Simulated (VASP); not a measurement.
# Ba (P6/mmm) in VASP: a series of runs

One crystal, Ba, is run at these levels: LDA; tasks: single point.

Program: VASP 6.6.1. These are calculated values, not measurements. Logs are shortened: lines on timing, memory, paths and dates and some standing lists are left out, and cuts for length are marked.

### Step 1. The structure

It takes space group P6/mmm (No. 191, hexagonal). Conventional cell: a = 4.312 Å, b = 4.312 Å, c = 3.913 Å, α = 90.00°, β = 90.00°, γ = 120.00°. Around Ba (site symmetry 6/mmm) lie 8 Ba at 3.91 to 4.31 Å.

This isn't the form of Ba at room conditions, which is bcc.

### Step 2. Single point, LDA

INCAR

```
SYSTEM = Ba
ADDGRID = .False.
ALGO = Normal
EDIFF = 1E-6
ENCUT = 450
GGA = CA
ISIF = 2
ISMEAR = -1
LASPH = .True.
LCHARG = .False.
LREAL = .False.
LWAVE = .False.
NBANDS = 11
NELM = 100
PREC = Accurate
SIGMA = 0.1
```

KPOINTS

```
k-points
0
Gamma
  4 4 4
  0 0 0
```

POSCAR

```
Ba
1.0
    4.3404360000      0.0427450000      0.0778240000
   -2.1332000000      3.6827230000     -0.0419260000
    0.0706370000     -0.0031590000      3.9204320000
Ba
1
Direct
    0.0107920000      0.0146870000     -0.0229320000
```

Potentials or basis: VASP PAW LDA potentials, release 64 (Ba_sv).

Run with:

```
> cat potpaw_LDA.64/Ba_sv/POTCAR > POTCAR
> mpirun -np 1 vasp_std > vasp.out
```

OUTCAR:

```text
SYSTEM = Ba
   EDIFF = 1E-6
   ENCUT = 450
   GGA = CA
   ISIF = 2
   ISMEAR = -1
   LASPH = .True.
   LREAL = .False.
   NELM = 100
   PREC = Accurate

 Found     36 irreducible k-points:

 Following reciprocal coordinates:
            Coordinates               Weight
  0.000000  0.000000  0.000000      1.000000
  0.250000 -0.000000  0.000000      2.000000
  0.500000 -0.000000  0.000000      1.000000
 -0.000000  0.250000  0.000000      2.000000
  0.250000  0.250000 -0.000000      2.000000
  0.500000  0.250000  0.000000      2.000000
   k-points           NKPTS =     36   k-points in BZ     NKDIM =     36   number of bands    NBANDS=     11
   number of dos      NEDOS =    301   number of ions     NIONS =      1
   total plane-waves  NPLWV =  25200
   dimension x,y,z NGX =    30 NGY =   30 NGZ =   28
   dimension x,y,z NGXF=    60 NGYF=   60 NGZF=   56
   ions per type =               1
   NGX,Y,Z   is equivalent  to a cutoff of  11.49, 11.72, 11.87 a.u.
   NGXF,Y,Z  is equivalent  to a cutoff of  22.98, 23.44, 23.74 a.u.
 SYSTEM =  Ba
   PREC   = accura    normal or accurate (medium, high low for compatibility)
   ISTART =      0    job   : 0-new  1-cont  2-samecut
   ICHARG =      2    charge: 1-file 2-atom 10-const
   ISPIN  =      1    spin polarized calculation?
   LNONCOLLINEAR =      F non collinear calculations
   LSORBIT =      F    spin-orbit coupling
   LASPH  =      T    aspherical Exc in radial PAW
   ENCUT  =  450.0 eV  33.07 Ry    5.75 a.u.   7.51  7.36  6.78*2*pi/ulx,y,z
   NELM   =    100;   NELMIN=  2; NELMDL= -5     # of ELM steps
   EDIFF  = 0.1E-05   stopping-criterion for ELM
   LREAL  =      F    real-space projection
   EDIFFG = 0.1E-04   stopping-criterion for IOM
   NSW    =      0    number of steps for IOM
   IBRION =     -1    ionic relax: 0-MD 1-quasi-New 2-CG
   NFREE  =      0    steps in history (QN), initial steepest desc. (CG)
   ISIF   =      2    stress and relaxation
   ISYM   =      2    0-nonsym 1-usesym 2-fastsym
   POTIM  = 0.5000    time-step for ionic-motion
   TEBEG  =    0.0;   TEEND  =   0.0 temperature during run
   PSTRESS=    0.0 pullay stress
   NELECT =      10.0000    total number of electrons
   NUPDOWN=      -1.0000    fix difference up-down
   EMIN   =  10.00;   EMAX   =-10.00  energy-range for DOS
   EFERMI =   0.00;   METHOD = LEGACY
   ISMEAR =    -1;   SIGMA  =   0.10  broadening in eV -4-tet -1-fermi 0-gaus
   EFERMI_NEDOS =   21; number of points for ismear=-14 and -15
   IALGO  =     38    algorithm
   IMIX   =      4    mixing-type and parameters
     AMIX     =   0.40;   BMIX     =  1.00
     AMIX_MAG =   1.60;   BMIX_MAG =  1.00
  volume/ion in A,a.u.               =      63.00       425.17
  Fermi-wavevector in a.u.,A,eV,Ry     =   0.886379  1.675014 10.689661  0.785668
  Thomas-Fermi vector in A             =   2.007537
   LORBIT       =      0    0 simple, 1 ext, 2 COOP (PROOUT), +10 PAW based schemes
   GGA     = CA    functional components
   LHFCALC =     F    Hartree Fock is set to
   AEXX    =    0.0000 exact exchange contribution
   IVDW    =     0    specifies the selected vdW correction
   LEPSILON=     F    determine dielectric tensor
   LRPA    =     F    only Hartree local field effects (RPA)
 non-spin polarized calculation
  energy-cutoff  :      450.00
  volume of cell :       63.00
 maximum number of plane-waves:      1380
   NGX = 15   NGY = 15   NGZ = 13

 number of electron      10.0000000 magnetization

 Free energy of the ion-electron system (eV)
  ---------------------------------------------------
  ext. energy  EPLUGINS =         0.00000000
  ---------------------------------------------------
  free energy    TOTEN  =        -2.03182364 eV

  energy without entropy =       -1.96182123  energy(sigma->0) =       -1.99682243

 E-fermi :   1.3757     XC(G=0):  -7.6032

 val. band max:        1.2989661023   @ k =  -0.2500   0.5000   0.2500
 cond. band min:       1.3804908718   @ k =   0.5000  -0.0000   0.2500
 fundamental gap:      0.0815247696
 Fermi energy:         1.3756820349

 k-point     1 :       0.0000    0.0000    0.0000
  band No.  band energies     occupation
      1     -27.5713      2.00000
      2     -12.5295      2.00000
      3     -12.5118      2.00000
      4     -12.3943      2.00000
      5      -1.2737      2.00000
      6       1.4744      0.54293
      7       2.9393      0.00000
      8       3.2126      0.00000
      9       6.2243      0.00000
     10       6.2921      0.00000
     11       7.5366      0.00000

 k-point     2 :       0.2500   -0.0000    0.0000
  band No.  band energies     occupation
      1     -27.5514      2.00000
      2     -12.7797      2.00000
      3     -12.5650      2.00000
      4     -12.3695      2.00000
      5      -0.3747      2.00000
      6       1.7261      0.05839
      7       2.2175      0.00044
      8       4.2080      0.00000
      9       5.0474      0.00000
     10       6.0880      0.00000
     11       8.1471      0.00000

 k-point     3 :       0.5000   -0.0000    0.0000
  band No.  band energies     occupation
      1     -27.5313      2.00000
      2     -13.0125      2.00000
      3     -12.6169      2.00000
      4     -12.3444      2.00000
      5       0.4387      1.99983
      6       1.7521      0.04533
      7       2.4222      0.00006
      8       4.3608      0.00000
      9       5.9037      0.00000
     10       6.1420      0.00000
     11       7.2579      0.00000

 k-point     4 :      -0.0000    0.2500    0.0000
  band No.  band energies     occupation
      1     -27.5487      2.00000
      2     -12.7838      2.00000
      3     -12.5890      2.00000
      4     -12.3664      2.00000
      5      -0.3357      2.00000
      6       1.7536      0.04465
      7       2.2834      0.00023
      8       4.0545      0.00000
      9       5.0485      0.00000
     10       5.9940      0.00000
     11       8.2848      0.00000

 k-point     5 :       0.2500    0.2500   -0.0000
  band No.  band energies     occupation
      1     -27.5286      2.00000
      2     -12.9229      2.00000
      3     -12.7432      2.00000
      4     -12.3413      2.00000
      5       0.9442      1.97361
      6       1.6868      0.08528
      7       2.1274      0.00109
      8       4.6357      0.00000
      9       5.3385      0.00000
     10       5.6564      0.00000
     11       6.7474      0.00000

 k-point     6 :       0.5000    0.2500    0.0000
  band No.  band energies     occupation
      1     -27.5289      2.00000
      2     -12.9186      2.00000
      3     -12.7447      2.00000
      4     -12.3418      2.00000
      5       0.9365      1.97555
      6       1.6956      0.07836
      7       2.1209      0.00116
      8       4.6552      0.00000
      9       5.3393      0.00000
     10       5.6586      0.00000
     11       6.7126      0.00000

 [... further k-points ...]

------------------------ aborting loop because EDIFF is reached ----------------------------------------

  FORCE on cell =-STRESS in cart. coord.  units (eV):
  Direction    XX          YY          ZZ          XY          YZ          ZX
  --------------------------------------------------------------------------------------
  -------------------------------------------------------------------------------------
  Total       -0.5429186     -0.4661837     -0.3838411     -0.0530389     -0.0033485      0.0527564
  in kB      -13.8063641    -11.8550043     -9.7610408     -1.3487736     -0.0851519      1.3415892
  external PRESSURE =     -11.8074697 kB  Pullay stress =       0.0000000 kB

 VOLUME and BASIS-vectors are now :
 -----------------------------------------------------------------------------
  energy-cutoff  :      450.00
  volume of cell :       63.00
      direct lattice vectors                 reciprocal lattice vectors
     4.340436000  0.042745000  0.077824000     0.229156949  0.132692299 -0.004021951
    -2.133200000  3.682723000 -0.041926000    -0.002663728  0.269998278  0.000265553
     0.070637000 -0.003159000  3.920432000    -0.004577452  0.000253366  0.255156610

 POSITION                                       TOTAL-FORCE (eV/Angst)
 -----------------------------------------------------------------------------------
      0.08453      0.05146      3.83075        -0.000000      0.000000      0.000000
 -----------------------------------------------------------------------------------
    total drift:                               -0.000002     -0.000001     -0.000005

  FREE ENERGIE OF THE ION-ELECTRON SYSTEM (eV)
  ---------------------------------------------------
  free  energy   TOTEN  =        -2.0318236436 eV

  energy  without entropy=       -1.9618212257  energy(sigma->0) =       -1.99682243
```

Run time: 6.1 s. Hardware: 1 thread of Intel Xeon 6975P-C (Granite Rapids), shared host; peak memory 0.15 GiB.

The run converged, but some of its settings lie outside the range that counts as converged, so its numbers aren't taken as properties of the crystal.

Results:

| Property | Result |
| --- | --- |
| Free energy | -2.0318 eV |
| Pressure | -1.2 GPa |

Caveat: the k mesh is coarse (spacing up to 0.42 Å⁻¹), so the values aren't converged; the mesh shows a gap though the element is a metal.

### Step 3. Single point, LDA

Changes to INCAR since step 2:

```diff
@@ -15,2 +15,2 @@
 PREC = Accurate
-SIGMA = 0.1
+SIGMA = 0.05
```

KPOINTS is that of step 2.

POSCAR

```
Ba
1.0
    4.3116136979      0.0000000000      0.0000000000
   -2.1558068490      3.7339669937      0.0000000000
    0.0000000000      0.0000000000      3.9134133000
Ba
1
Direct
    0.0000000000      0.0000000000      0.0000000000
```

Potentials or basis: VASP PAW LDA potentials, release 64 (Ba_sv).

Run with:

```
> cat potpaw_LDA.64/Ba_sv/POTCAR > POTCAR
> mpirun -np 1 vasp_std > vasp.out
```

It took 2.7 s on 1 thread of Intel Xeon 6975P-C (Granite Rapids), shared host; peak memory 0.14 GiB.

These settings aren't checked as converged: the numbers below hold their error.

Results:

```yaml
Free_energy: -2.0048 eV
Pressure: -1.2 GPa
```

Caveat: the k mesh is coarse (spacing up to 0.42 Å⁻¹), so the values aren't converged; the mesh shows a gap though the element is a metal.

### Step 4. Single point, LDA

INCAR is that of step 3.

KPOINTS is that of step 3.

POSCAR

```
Ba
1.0
    4.3404360000      0.0427450000      0.0778240000
   -2.1332000000      3.6827230000     -0.0419260000
    0.0706370000     -0.0031590000      3.9204320000
Ba
1
Direct
    0.0107920000      0.0146870000     -0.0229320000
```

Run with:

```
> cat potpaw_LDA.64/Ba_sv/POTCAR > POTCAR
> mpirun -np 1 vasp_std > vasp.out
```

Run time: 6.5 s. Hardware: 1 thread of Intel Xeon 6975P-C (Granite Rapids), shared host; peak memory 0.15 GiB.

These settings aren't checked as converged: the numbers below hold their error.

What came out:

```
Free energy : -2.0049 eV
Pressure    : -1.2 GPa
```

Caveat: the k mesh is coarse (spacing up to 0.42 Å⁻¹), so the values aren't converged; the mesh shows a gap though the element is a metal.

### Step 5. For comparison

An earlier run on the cell as given: functional PBE; potentials or basis VASP PAW PBE potentials, release 64 (Ba_sv); cutoff 520 eV; k mesh 7 × 7 × 7; occupations fermi-dirac, width 0.05 eV; no spin polarisation.

* Pressure: -0.1 GPa
* Band gap on the k mesh: none (metal or under the smearing width)
